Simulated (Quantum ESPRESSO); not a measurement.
A run of Quantum ESPRESSO 7.5:

Contents of pw.in:

```
&CONTROL
  calculation = 'scf'
  prefix = 'pwscf'
  outdir = './tmp'
  pseudo_dir = './pseudo'
  tprnfor = .true.
  tstress = .true.
  disk_io = 'low'
/
&SYSTEM
  ibrav = 0
  nat = 1
  ntyp = 1
  ecutwfc = 58
  nbnd = 15
  occupations = 'smearing'
  smearing = 'mv'
  degauss = 0.01469973
/
&ELECTRONS
  conv_thr = 2d-10
  electron_maxstep = 120
  mixing_beta = 0.3
/
ATOMIC_SPECIES
Hf   178.4900 Hf.upf
CELL_PARAMETERS angstrom
   0.0000000000    2.2200000000    2.2200000000
   2.2200000000    0.0000000000    2.2200000000
   2.2200000000    2.2200000000    0.0000000000
ATOMIC_POSITIONS angstrom
Hf     0.0000000000    0.0000000000    0.0000000000
K_POINTS automatic
8 8 8 0 0 0
HUBBARD {ortho-atomic}
U Hf-5d 0.0001
```

scf2.in

```
&CONTROL
  calculation = 'scf'
  prefix = 'pwscf'
  outdir = './tmp'
  pseudo_dir = './pseudo'
  tprnfor = .true.
  tstress = .true.
  disk_io = 'low'
/
&SYSTEM
  ibrav = 0
  nat = 1
  ntyp = 1
  ecutwfc = 58
  nbnd = 15
  occupations = 'smearing'
  smearing = 'mv'
  degauss = 0.01469973
/
&ELECTRONS
  conv_thr = 1d-13
  electron_maxstep = 120
  mixing_beta = 0.3
  startingpot = 'file'
  startingwfc = 'file'
/
ATOMIC_SPECIES
Hf   178.4900 Hf.upf
CELL_PARAMETERS angstrom
   0.0000000000    2.2200000000    2.2200000000
   2.2200000000    0.0000000000    2.2200000000
   2.2200000000    2.2200000000    0.0000000000
ATOMIC_POSITIONS angstrom
Hf     0.0000000000    0.0000000000    0.0000000000
K_POINTS automatic
8 8 8 0 0 0
HUBBARD {ortho-atomic}
U Hf-5d 0.0001
```

The input hp.in:

```
&INPUTHP
  prefix = 'pwscf'
  outdir = './tmp'
  nq1 = 3
  nq2 = 3
  nq3 = 3
  conv_thr_chi = 1d-06
  niter_max = 80
  iverbosity = 1
  alpha_mix(1) = 0.15
/
```

Potentials or basis: PseudoDojo 0.4.1 SR PBE standard.

The run is started by

```sh
$ OMP_NUM_THREADS=1 pw.x -in pw.in > pw.out
$ OMP_NUM_THREADS=1 pw.x -in scf2.in > scf2.out
$ OMP_NUM_THREADS=1 hp.x -in hp.in > hp.out
```

Hardware: 1 thread of Arm Neoverse V1, on a shared host.

**Question.** Estimate the wall time of this run.

**Answer.** Wall time 5.6 min on 1 thread of Arm Neoverse V1 (shared host), peak memory 0.05 GiB. Counts: scf iterations 11, k pools 1, bands 15, k points 29, g dense 8801.
